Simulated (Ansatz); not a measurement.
Crystal: ZnCu2SnS4.

```
Sn Zn Cu S
1.0
    -2.71710    2.71710    5.42480
     2.71710   -2.71710    5.42480
     2.71710    2.71710   -5.42480
Sn Zn Cu S
1 1 2 4
Direct
  0.50000 0.50000 0.00000
  0.25000 0.75000 0.50000
  0.75000 0.25000 0.50000
  0.00000 0.00000 0.00000
  0.62799 0.62839 0.51280
  0.88481 0.37201 0.00040
  0.11559 0.11519 0.48720
  0.37161 0.88441 0.99960
```

| Item | Value |
| --- | --- |
| Program | Ansatz 0.2.0 |
| Task | relaxation of cell and atoms |
| Functional | PBEsol |
| Dispersion | D4 |
| Potentials or basis | Ansatz PAW |
| Cutoff | 420 eV (not typed: the program's choice for these potentials) |
| k mesh | 7 × 7 × 7 |
| Occupations | fermi-dirac, width 0.05 eV |
| Spin | no spin polarisation |

At the start: volume 20.02 Å³/atom.

Q: How do energy, volume and symmetry change on relaxing?

A: It ends after 5 steps and the volume is 19.03 Å³/atom (-4.9 %); space group I-4 (No. 82, to 0.05 Å).

Step by step:
| step | energy change (eV) | largest force (eV/Å) | volume (Å³) |
| --- | --- | --- | --- |
| 1 | 0.0000 | 0.6599 | 160.20 |
| 2 | -0.1404 | 0.3191 | 156.23 |
| 3 | -0.1869 | 0.0309 | 151.25 |
| 4 | -0.1884 | 0.0089 | 152.27 |
| 5 | -0.1857 | 0.0091 | 152.27 |

Final structure:
```
Sn Zn Cu S
1.0
    -2.67018    2.67018    5.33921
     2.67018   -2.67018    5.33921
     2.67018    2.67018   -5.33921
Sn Zn Cu S
1 1 2 4
Direct
  0.50000 0.50000 0.00000
  0.25000 0.75000 0.50000
  0.75000 0.25000 0.50000
  0.00000 0.00000 0.00000
  0.63865 0.62988 0.52883
  0.89019 0.36135 0.99123
  0.10105 0.10981 0.47117
  0.37012 0.89895 0.00877
```

Caveat: the plane-wave basis is chosen anew once the cell has moved, so the energies of steps on either side of that aren't comparable; the PAW data sets come from PBE, with cores solved anew for the run's functional, which leaves a small shift of forces and pressure.
